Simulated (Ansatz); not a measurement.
# Si3H2C2: the cost of one run

Method: DFT LDA, scalar-relativistic, plane waves, PAW, in Ansatz 0.2.0.

The COD entry's cell or inner coordinates are ideal or old and differ from later refinements, so a difference from it is no clean test against experiment.

2 further runs of the same task are left out: 2 set aside as unsound or not needed.

## Step 1: The structure to begin with

Symmetry: F-43m, No. 216, cubic system. Conventional cell: a = 4.348 Å, b = 4.348 Å, c = 4.348 Å, α = 90.00°, β = 90.00°, γ = 90.00°. Si (site symmetry -43m) is surrounded by 4 C at 1.88 Å. C (site symmetry -43m) has 4 Si at 1.88 Å as nearest neighbours.

Coordinates:

```
Si C
1.0
     0.00000    2.17400    2.17400
     2.17400    0.00000    2.17400
     2.17400    2.17400    0.00000
Si C
1 1
Cartesian
  0.0000 0.0000 0.0000
  3.2610 3.2610 3.2610
```

The structure comes from the Crystallography Open Database.

## Step 5: Setting up the map

Atoms count from 1 in the order of the input.

Two atoms of the surface dimers are held at set heights.

First coordinate, height of Si20 above its place in the flat dimer: 7 values from −0.62 to 0.60 Å. Second coordinate, height of Si19 above its place in the flat dimer: 7 values from −0.62 to 0.60 Å.

Relaxed at each point: all atoms of the upper layers, but for the two heights. Points are written as (first, second).

(The set-up runs are not shown.)

## Step 6: Grid point (0.00 Å, 0.00 Å)

Input file input.yaml:

```yaml
crystal:
  lattice:
    - [6.122311628, 0.0, 0.0]
    - [0.0, 6.122311628, 0.0]
    - [0.0, 0.0, 18.0336064671]
  atoms:
    - { symbol: Si, position: [0.25, 0.25, 0.2691906584] }
    - { symbol: Si, position: [0.25, 0.75, 0.2691906584] }
    - { symbol: Si, position: [0.75, 0.25, 0.2691906584] }
    - { symbol: Si, position: [0.75, 0.75, 0.2691906584] }
    - { symbol: C, position: [0.75, 0.5, 0.3292053881] }
    - { symbol: C, position: [0.75, 0.0, 0.3292053881] }
    - { symbol: C, position: [0.25, 0.5, 0.3292053881] }
    - { symbol: C, position: [0.25, 0.0, 0.3292053881] }
    - { symbol: Si, position: [0.5, 0.5, 0.3907441434] }
    - { symbol: Si, position: [0.5, 0.0, 0.3907441434] }
    - { symbol: Si, position: [0.0, 0.5, 0.3907411325] }
    - { symbol: Si, position: [0.0, 0.0, 0.3907411325] }
    - { symbol: C, position: [0.0, 0.75, 0.4479033635] }
    - { symbol: C, position: [0.0, 0.25, 0.4479033635] }
    - { symbol: C, position: [0.5, 0.75, 0.4479052921] }
    - { symbol: C, position: [0.5, 0.25, 0.4479052921] }
    - { symbol: Si, position: [0.75000325, 0.75, 0.5123890108] }
    - { symbol: Si, position: [0.75000325, 0.25, 0.5116686745] }
    - { symbol: Si, position: [0.24999675, 0.75, 0.5120561097] }
    - { symbol: Si, position: [0.24999675, 0.25, 0.5120561097] }
    - { symbol: H, position: [0.1018236707, 0.25, 0.2043633518] }
    - { symbol: H, position: [0.3981348503, 0.25, 0.2043580857] }
    - { symbol: H, position: [0.3981348503, 0.75, 0.2043580857] }
    - { symbol: H, position: [0.1018236707, 0.75, 0.2043633518] }
    - { symbol: H, position: [0.6018651497, 0.25, 0.2043580857] }
    - { symbol: H, position: [0.8981763293, 0.25, 0.2043633518] }
    - { symbol: H, position: [0.8981763293, 0.75, 0.2043633518] }
    - { symbol: H, position: [0.6018651497, 0.75, 0.2043580857] }
basis:
  ecutwfc: 420
kpoints:
  mp_grid: { grid: [4, 4, 1] }
hamiltonian:
  xc: lda
scf:
  occupations: { method: gaussian, width: 0.05 }
output:
  forces: true
  eigenvalues: true
relax:
  adjacent_minimum: "off"
  f_tol: 0.03
  max_steps: 30
  constraints:
    - { sites: [0, 1, 2, 3, 4, 5, 6, 7, 20, 21, 22, 23, 24, 25, 26, 27] }
    - { sites: [19, 18], fix: z }
efield:
  axis: 3
  dipole_correction: true
  ramp_width: 0.04
```

Command:

```console
ansatz run input.yaml --threads 4 --pin off --max-ram 12288MiB --backend cpu --events-out ev --progress --plain --runs-dir out
```

**Question.** How long does this run take on 4 threads of Arm Neoverse V2, shared host, and how much memory does it need?

About 37 s, with a peak of 1.4 GiB.
